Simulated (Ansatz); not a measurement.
Input for Ansatz (plane-wave DFT, PAW):

```yaml
crystal:
  lattice:
    - [-3.2553259384, 3.2553259384, 2.5716076326]
    - [3.2553259384, -3.2553259384, 2.5716076326]
    - [3.2553259384, 3.2553259384, -2.5716076326]
  atoms:
    - { symbol: Hf, position: [0.8432528485, 0.6567471515, 0.5] }
    - { symbol: Hf, position: [0.3432528485, 0.8432528485, 0.1865056971] }
    - { symbol: Hf, position: [0.1567471515, 0.3432528485, 0.5] }
    - { symbol: Hf, position: [0.6567471515, 0.1567471515, 0.8134943029] }
    - { symbol: Si, position: [0.75, 0.75, 0.0] }
    - { symbol: Si, position: [0.25, 0.25, 0.0] }
basis:
  ecutwfc: 420
kpoints:
  mp_grid: { grid: [10, 10, 10] }
  band_path:
    path:
      - [[0.0, 0.0, 0.0], [0.0, 0.0, 0.5], [-0.5, 0.5, 0.5], [0.0, 0.0, 0.0], [0.40601288, 0.40601288, -0.40601288]]
      - [[-0.40601288, 0.59398712, 0.40601288], [-0.5, 0.5, 0.5]]
      - [[0.0, 0.0, 0.5], [0.25, 0.25, 0.25], [0.0, 0.5, 0.0], [0.0, 0.0, 0.0]]
    npoints: 14
hamiltonian:
  xc: pbesol
scf:
  occupations: { method: gaussian, width: 0.1 }
  n_extra_bands: 15
output:
  forces: true
  stress: true
  eigenvalues: true
  populations: true
  dos: { projected: true, de: 0.02, nscf_kmesh: { grid: [15, 15, 15] } }
  bader: true
  write_density: true
  write_potential: true
  elf: true
  volumetric_format: npy
```

Run as
```bash
ansatz run input.yaml --threads 1 --pin off --max-ram 2560MiB --backend cpu --events-out ev --progress --plain --runs-dir out
```

These are results of DFT PBEsol, scalar-relativistic, plane waves, PAW (Ansatz 0.2.0), not measurements.

Part of what the program printed, abridged:

```
scf.n_extra_bands = 15 over 56 filled bands (N_el = 112.0): the run solves 71 bands
Pseudopotentials: kind: paw
Pseudopotential: Hf, paw, valence charge 26, recommended cutoff 420 eV (normal)
Pseudopotential: Si, paw, valence charge 4, recommended cutoff 420 eV (normal)
Functional definition: PBEsol
Crystal: 6 atoms, lattice volume = 109.007 Å³
Basis set: ecut = 420 eV, 2113 PW (Γ), exchange–correlation on 72×72×72 points (8 copies of the dense FFT grid, shifted against one another)
Bands: 71, of which v1, the nominal top of the filled ones, is band 56 counted from 1 (55 counted from 0)
Symmetry: 16 space group operations
Space group: I4/mcm (ITA 140), of the structure as read, at distance tolerance 4.8e-5 Å
k-points: 102 of 1000
Initial density: superposition of atomic densities (neutral atoms: chi_scale 0, normalization atom), corrected by the library's trained network
Initial wavefunctions: pseudopotential atomic-orbital guess
Functional: x = pbesol(κ = 0.804, μ = 0.12345679), c = pbesol(β = 0.046)
SCF iter   1: F=—  HF=-63639.876237 eV  |F-HF|=—  |Δ(HF+E_count)|=         —  Δρ=4.10e-3  dr2=1.75e-2  ethr=1.77e-3  ⟨swp⟩=5.1  Hψ=24112  notcnv=0  defer=55
SCF iter   2: F=—  HF=-63639.874390 eV  |F-HF|=—  |Δ(HF+E_count)|=   1.85e-3  Δρ=2.41e-3  dr2=7.25e-3  ethr=1.56e-5  ⟨swp⟩=2.0  Hψ=8717  notcnv=0  defer=97
SCF iter   3: F=—  HF=-63639.873550 eV  |F-HF|=—  |Δ(HF+E_count)|=   8.39e-4  Δρ=6.34e-4  dr2=5.56e-4  ethr=6.48e-6  ⟨swp⟩=2.0  Hψ=10432  notcnv=0  defer=97
SCF iter   4: F=—  HF=-63639.873010 eV  |F-HF|=—  |Δ(HF+E_count)|=   5.40e-4  Δρ=3.12e-4  dr2=9.35e-5  ethr=4.96e-7  ⟨swp⟩=2.0  Hψ=12102  notcnv=0  defer=97
SCF iter   5: F=—  HF=-63639.872977 eV  |F-HF|=—  |Δ(HF+E_count)|=   3.29e-5  Δρ=8.87e-5  dr2=1.30e-5  ethr=8.35e-8  ⟨swp⟩=2.0  Hψ=11549  notcnv=0  defer=97
SCF iter   6: F=—  HF=-63639.872973 eV  |F-HF|=—  |Δ(HF+E_count)|=   4.16e-6  Δρ=2.04e-5  dr2=3.72e-7  ethr=1.16e-8  ⟨swp⟩=2.0  Hψ=7761  notcnv=0  defer=97
SCF iter   7: F=-63639.872973 eV  HF=-63639.872973 eV  |F-HF|=3.00e-8  |Δ(HF+E_count)|=   1.03e-8  Δρ=3.85e-6  dr2=1.73e-8  ethr=8.93e-11  ⟨swp⟩=14.6  Hψ=57804  notcnv=0
SCF 1 converged in 7 iterations: F = -63639.872973 eV  dr2 = 1.73e-8
  Residual-converged pass: ⟨swp⟩=1.0  Hψ=7651  notcnv=0  max |occ|·‖R‖ = 7.1e-9 eV (tolerance 1.0e-8 eV) dr2=1.73e-8  dr2_onsite=3.69e-8  max |Δocc| = 7.6e-11
SCF converged after 7 iterations
Free energy (F): -63639.872973 eV
Harris-Foulkes:  -63639.872973 eV  (|F-HF|=3.00e-8)
Internal energy: -63639.861400 eV  (E = F + TS)
E sigma→0 (E₀):  -63639.867186 eV
Entropy (-TS):   -0.011573 eV (-1.929 meV/atom)
Fermi energy:    18.551450 eV
--- Per-component energies (eV) ---
  E_band       = 165.888618
  E_kinetic    = 1784.695590
  E_local      = -21964.276272  (includes V_loc(G=0)·N_el)
  E_nonlocal   = -4902.807798
  E_hartree    = 10369.469945
  E_xc         = -1305.203164
  E_vxc        = -1164.184525  (∫ρ·V_xc dr)
  E_paw        = -28226.669770  (= ΣΔE_a)
  E_vpaw       = 5673.516059  (= ΣTr[D̂ρ^β])
  E_aug_tail   = 0.000006  (compensation charges beyond the density's cutoff)
  E_ewald      = -19400.137426
  E_core_change = 5.067488  (= ΣΔE_core)
  E_smearing   = -0.011573  (= −TS)
--- Forces (eV/Å), atoms counted from 1 ---
  atom   1  Hf     0.00002212    -0.00002212     0.00000000
  atom   2  Hf    -0.00002212    -0.00002212     0.00000000
  atom   3  Hf    -0.00002212     0.00002212     0.00000000
  atom   4  Hf     0.00002212     0.00002212     0.00000000
  atom   5  Si     0.00000000     0.00000000     0.00000000
  atom   6  Si     0.00000000     0.00000000     0.00000000
--- Stress (GPa, compression-positive) ---
       -0.001889       0.000000       0.000000
        0.000000      -0.001889       0.000000
        0.000000       0.000000       0.001714
  P = ⅓ Tr σ = -0.0007 GPa (-0.007 kbar)
--- Band table (eV; the first three rows and the last of 102) ---
  k-point 0: bands = ["-42.7311", "-42.6938", "-42.6515", "-42.6515", "-11.6776", "-11.6659", "-11.5401", "-11.5401", "-11.5124", "-11.5124", "-11.4044", "-11.3744", "-11.3678", "-11.0458", "-11.0298", "-11.0298", "7.2484", "7.2993", "7.3017", "7.3032", "7.3040", "7.3129", "7.3129", "7.3152", "7.3183", "7.3183", "7.3216", "7.3216", "7.3270", "7.3275", "7.3302", "7.3377", "7.3378", "7.3384", "7.3384", "7.3428", "7.3441", "7.3462", "7.3462", "7.3548", "7.3721", "7.3721", "7.3759", "7.3759", "7.9054", "12.4908", "14.5603", "14.9176", "15.3121", "15.3121", "17.1707", "17.1707", "17.2559", "17.2559", "17.5357", "17.6571", "20.6180", "20.6286", "20.6393", "21.1210", "21.1210", "21.2016", "21.2016" ...
  k-point 1: bands = ["-42.7299", "-42.6936", "-42.6530", "-42.6515", "-11.6729", "-11.6719", "-11.5398", "-11.5334", "-11.5260", "-11.5126", "-11.4001", "-11.3786", "-11.3429", "-11.0493", "-11.0445", "-11.0301", "7.2546", "7.2997", "7.3017", "7.3025", "7.3044", "7.3114", "7.3129", "7.3139", "7.3199", "7.3202", "7.3207", "7.3216", "7.3269", "7.3275", "7.3293", "7.3371", "7.3379", "7.3402", "7.3404", "7.3427", "7.3440", "7.3456", "7.3456", "7.3550", "7.3709", "7.3721", "7.3748", "7.3761", "7.9695", "12.5336", "14.4263", "14.4294", "15.4553", "15.7391", "17.0567", "17.1031", "17.1862", "17.2669", "17.5735", "17.7083", "20.2235", "20.6257", "20.6831", "20.8712", "20.9996", "21.2280", "21.8124" ...
  k-point 2: bands = ["-42.7266", "-42.6927", "-42.6572", "-42.6515", "-11.6846", "-11.6537", "-11.5722", "-11.5369", "-11.5131", "-11.4982", "-11.4036", "-11.3767", "-11.2921", "-11.0838", "-11.0602", "-11.0309", "7.2679", "7.2980", "7.3014", "7.3051", "7.3057", "7.3058", "7.3116", "7.3163", "7.3184", "7.3219", "7.3227", "7.3243", "7.3267", "7.3273", "7.3285", "7.3355", "7.3366", "7.3420", "7.3440", "7.3440", "7.3441", "7.3442", "7.3456", "7.3549", "7.3672", "7.3715", "7.3721", "7.3765", "8.1531", "12.6523", "13.7817", "14.1890", "15.7114", "16.0080", "16.9148", "17.0739", "17.2389", "17.2684", "17.5272", "17.6683", "19.9600", "20.4766", "20.5538", "20.6866", "20.8010", "21.5246", "22.6724" ...
  k-point 101: bands = ["-42.6909", "-42.6799", "-42.6799", "-42.6774", "-11.7600", "-11.6813", "-11.6257", "-11.4543", "-11.4543", "-11.4117", "-11.3748", "-11.3036", "-11.1797", "-11.1797", "-11.1495", "-11.1495", "7.2890", "7.3007", "7.3061", "7.3061", "7.3066", "7.3066", "7.3112", "7.3127", "7.3230", "7.3267", "7.3289", "7.3289", "7.3331", "7.3331", "7.3378", "7.3383", "7.3414", "7.3414", "7.3428", "7.3438", "7.3438", "7.3460", "7.3472", "7.3524", "7.3524", "7.3539", "7.3599", "7.3654", "9.4477", "12.8525", "13.4955", "13.4955", "13.6596", "16.1571", "16.5043", "16.5043", "17.6501", "18.1013", "18.5761", "18.8762", "18.9243", "18.9243", "19.8864", "19.9838", "20.3011", "20.3011", "23.179 ...
--- Löwdin populations: 6 sites ---
  site symbol q [e]
     0     Hf     25.8097
     1     Hf     25.8097
     2     Hf     25.8097
     3     Hf     25.8097
     4     Si      4.2028
     5     Si      4.2028
  spilling = 0.003175 (of n_electrons = 112.000000)
--- Bader charges: 6 sites ---
  site symbol charge [e]  shift [e]
     0     Hf      0.7222     0.0001
     1     Hf      0.7222     0.0001
     2     Hf      0.7222     0.0001
     3     Hf      0.7222     0.0001
     4     Si     -1.4443     0.0001
     5     Si     -1.4447     0.0001
  estimated error of the sums over rays = 5.4e-4 e
```

The run converged.

It took 110 s on 1 thread of Intel(R) Xeon(R) 6975P-C (Granite Rapids), with other jobs on the host, peak memory 1.4 GiB.

Spin-orbit coupling is left out, which matters for the bands of heavy elements.